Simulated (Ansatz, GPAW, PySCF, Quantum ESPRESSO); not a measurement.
**Cost and result for the equilibrium volume of Al**

Symmetry: Fm-3m, No. 225, cubic system. The conventional cell has a = 4.050 Å, b = 4.050 Å, c = 4.050 Å, α = 90.00°, β = 90.00°, γ = 90.00°. Al (site symmetry m-3m) has 12 Al at 2.86 Å as nearest neighbours.

| rung | level | program and potentials | cutoff (eV) | k mesh | smearing | task | core time | chip | equilibrium volume (Å³/atom) | miss | notes |
| --- | --- | --- | --- | --- | --- | --- | --- | --- | --- | --- | --- |
| GGA + dispersion | PBEsol+D3(BJ) | Ansatz, Ansatz PAW | 420 | 11 × 11 × 11 | fermi-dirac 0.05 | relaxation of cell and atoms | 2 s | Intel Xeon Platinum 8488C Sapphire Rapids | 15.59 | -6.1 % | potentials made for PBE, which Ansatz adapts in part |
| GGA + dispersion | PBEsol+D3(BJ)+ATM | Ansatz, Ansatz PAW | 420 | 11 × 11 × 11 | fermi-dirac 0.05 | relaxation of cell and atoms | 3 s | Intel Xeon Platinum 8488C Sapphire Rapids | (a) | ? | potentials made for PBE, which Ansatz adapts in part |
| LDA | LDA | Ansatz, Ansatz PAW | 420 | 11 × 11 × 11 | fermi-dirac 0.05 | equation of state | 4.4 s | Intel Xeon Platinum 8259CL Skylake/Cascade Lake | 15.83 | -4.6 % | potentials made for PBE, which Ansatz adapts in part |
| GGA | PBE | Ansatz, Ansatz PAW | 420 | 11 × 11 × 11 | fermi-dirac 0.05 | equation of state | 4.9 s | Intel Xeon Platinum 8259CL Skylake/Cascade Lake | (b) | ? | - |
| LDA | LDA | Ansatz, JTH PAW LDA | 570 | 11 × 11 × 11 | fermi-dirac 0.05 | equation of state | 5.6 s | Intel Xeon Platinum 8259CL Skylake/Cascade Lake | (c) | ? | - |
| meta-GGA | r2SCAN | Ansatz, Ansatz PAW | 500 | 11 × 11 × 11 | fermi-dirac 0.05 | equation of state | 11 s | Intel Xeon Platinum 8259CL Skylake/Cascade Lake | 15.95 | -3.9 % | potentials made for PBE, which Ansatz adapts in part |
| LDA | LDA | Quantum ESPRESSO, GBRV 1.5 LDA | 612 | 11 × 11 × 11 | fermi-dirac 0.05 | equation of state | 23 s | Arm Neoverse V2 | 15.83 | -4.6 % | - |
| GGA | OLYP | GPAW, PAW data sets generated for this functional | 600 | 11 × 11 × 11 | fermi-dirac 0.05 | equation of state | 28 s | Intel Xeon Platinum 8559C Emerald Rapids | 16.35 | -1.5 % | - |
| non-local van der Waals functional | BEEF-vdW | GPAW, GPAW PAW data sets (gpaw-data 1.2.1) | 600 | 11 × 11 × 11 | fermi-dirac 0.05 | equation of state | 43 s | Arm Neoverse V1 | 16.56 | -0.2 % | potentials made for PBE |
| GGA | PBE | PySCF, DZVP-MOLOPT-SR/GTH-PBE (potentials made for PBE) | - | 10 × 10 × 10 | fermi-dirac 0.05 | equation of state | 15 min | AMD EPYC 7R43 Zen 3 | 16.37 | -1.4 % | atomic basis |

Times are single runs on shared hosts and different chips, so they are rough; meshes, cutoffs and the tasks' sizes weigh on the time. All rows: no spin polarisation. Smearing widths are in eV. For a metal such meshes aren't converged. Meshes differ between rows, which moves values too. Meshes are those of the run's cell of 1 atom unless a note names another. Relaxations start from the cell shown or near it and stop with a little pressure left. Misses use the values as printed. Runs on faulty files, with rough fits or with known faults for this quantity aren't shown. No row holds spin-orbit coupling.

Measured: 16.6 Å³/atom at 298.15 K (COD entry, doi:10.1063/1.1698520). The runs are for a static lattice.

Q: Estimate the values left out from the other rows.

A: (a) 15.66 Å³/atom, miss -5.7 %; (b) 16.51 Å³/atom, miss -0.5 %; (c) 15.81 Å³/atom, miss -4.8 %.
